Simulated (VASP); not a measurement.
Wanted: the native input for a VASP 6.6.1 run.

* Task: relaxation of cell and atoms
* Functional: rev-vdW-DF2
* Potentials or basis: VASP PAW PBE potentials, release 64 (Mo_sv, S)
* Cutoff: 600 eV
* k mesh: 12 × 12 × 3
* Occupations: gaussian, width 0.03 eV
* Spin: no spin polarisation
* Further INCAR settings: ALGO = Normal; EDIFF = 1e-07; IBRION = 2; EDIFFG = -0.005; NSW = 90; ISIF = 3

The structure of MoS2 lies in POSCAR:

```
MoS2                                    
1.0
    3.1675334954     -0.0000000000     -0.0000000000
   -1.5837667477      2.7431644744      0.0000000000
   -0.0000000000      0.0000000000     12.3421891146
  Mo              S             
     2     4
Direct
     0.3333333332999970    0.6666666667000030    0.2500000000000000
     0.6666666667000030    0.3333333332999970    0.7500000000000000
     0.3333333332999970    0.6666666667000030    0.6228959122189894
     0.6666666667000030    0.3333333332999970    0.1228959122189895
     0.3333333332999970    0.6666666667000030    0.8771040877810106
     0.6666666667000030    0.3333333332999970    0.3771040877810106
```

One way to write it, as run:

INCAR

```
PREC     = Accurate       # precision mode
ENCUT    = 600            # plane-wave cutoff, eV
EDIFF    = 1E-7           # SCF threshold, eV
ISMEAR   = 0              # smearing method
SIGMA    = 0.03           # smearing width, eV
LREAL    = F              # projectors in reciprocal space
LASPH    = T              # aspherical terms in the spheres
NELM     = 80             # most SCF steps
ALGO     = Normal         # electronic algorithm
ISIF     = 3              # what is computed and relaxed
LWAVE    = F              # write WAVECAR
LCHARG   = F              # write CHGCAR
GGA      = MK             # functional
LUSE_VDW = T            
AGGAC    = 0.0          
PARAM1   = 0.1234       
PARAM2   = 0.711357     
ZAB_VDW  = -1.8867      
IBRION   = 2              # ionic algorithm
NSW      = 90             # ionic steps
EDIFFG   = -0.005         # ionic threshold
KPAR     = 2
```

KPOINTS

```
Automatic mesh
0
Gamma
  12 12 3
```

Potentials or basis: VASP PAW PBE potentials, release 64 (Mo_sv, S).

Command:

```console
$ cat potpaw_PBE.64/Mo_sv/POTCAR potpaw_PBE.64/S/POTCAR > POTCAR
$ mpirun -np 2 vasp_std > vasp.out
```

Results of the run:

```json
{"Pressure after relaxing": "0.0 GPa", "Band gap on the k mesh": "0.87 eV, indirect (least direct gap 1.67 eV)"}
```

Caveat: the relaxation stopped at its first step, so nothing moved; the PAW data sets were made with another functional, which shifts forces and pressure a little; an odd mesh through Γ misses points on the zone boundary, where band edges often lie.

It took 2.8 min on 2 MPI ranks on Intel(R) Xeon(R) Platinum 8559C (Emerald Rapids), on a shared host, peak memory 0.71 GiB a rank.
